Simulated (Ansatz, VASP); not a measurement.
Given: the input of a run of Ansatz 0.2.0 on Te2Mo. 

File input.yaml:

```yaml
crystal:
  lattice:
    - [3.5182, 0.0, 0.0]
    - [-1.7591, 3.0468505756, 0.0]
    - [0.0, 0.0, 13.9736]
  atoms:
    - { symbol: Te, position: [0.6666666667, 0.3333333333, 0.379] }
    - { symbol: Te, position: [0.3333333333, 0.6666666667, 0.879] }
    - { symbol: Te, position: [0.6666666667, 0.3333333333, 0.121] }
    - { symbol: Te, position: [0.3333333333, 0.6666666667, 0.621] }
    - { symbol: Mo, position: [0.6666666667, 0.3333333333, 0.75] }
    - { symbol: Mo, position: [0.3333333333, 0.6666666667, 0.25] }
hamiltonian:
  xc: pbe
  pseudopotentials: { kind: paw }
kpoints:
  mp_grid: { grid: [9, 9, 2] }
scf:
  occupations: { method: gaussian, width: 0.015 }
output:
  forces: true
  stress: true
  eigenvalues: true
  write_density: true
  write_potential: true
  elf: true
  volumetric_format: npy
```

Potentials or basis: Ansatz PAW.

Launch:

```bash
$ ansatz run input.yaml --threads 2 --pin off --max-ram 5632MiB --backend cpu --events-out ev --progress --plain --runs-dir out
```

Question: Set up the same calculation for VASP 6.6.1. Potentials or basis there: PBE PAW files Mo_sv, Te, 520 eV.

Answer: As run (cutoffs and basis follow the program's own potentials, and thresholds, step limits or extra output files can differ):

INCAR

```
  ALGO = Fast
  EDIFF = 1E-6
  ENCUT = 520
  GGA = PE
  ISIF = 2
  ISMEAR = 0
  LASPH = True
  LCHARG = True
  LELF = True
  LREAL = False
  LVHAR = True
  LWAVE = False
  NBANDS = 35
  NELM = 60
  PREC = Accurate
  SIGMA = 0.015
```

File KPOINTS:

```
k-points
0
Gamma
  9 9 2
```

File POSCAR:

```
Te2Mo
1.0
    3.5182000000      0.0000000000      0.0000000000
   -1.7591000000      3.0468505756      0.0000000000
    0.0000000000      0.0000000000     13.9736000000
Te Mo
4 2
Direct
    0.6666666667      0.3333333333      0.3790000000
    0.3333333333      0.6666666667      0.8790000000
    0.6666666667      0.3333333333      0.1210000000
    0.3333333333      0.6666666667      0.6210000000
    0.6666666667      0.3333333333      0.7500000000
    0.3333333333      0.6666666667      0.2500000000
```

Potentials or basis: VASP PAW PBE potentials, release 64 (Te, Mo_sv).

The run is started by

```bash
$ cat potpaw_PBE.64/Te/POTCAR potpaw_PBE.64/Mo_sv/POTCAR > POTCAR
$ mpirun -np 1 vasp_std > vasp.out
```

Both were run:

|  | Ansatz | VASP |
| --- | --- | --- |
| Pressure | 2.9 GPa | 3.0 GPa |
| Largest force | 0.175 eV/Å | 0.189 eV/Å |

Ansatz's pressure holds a Pulay term of +0.03 GPa for its cutoff of 420 eV, which the other run lacks.

The potentials hold 92 and 52 valence electrons a cell.

Where Ansatz's input types no cutoff or centring, it takes its own default and a Γ-centred mesh.

Pressure is positive in compression.
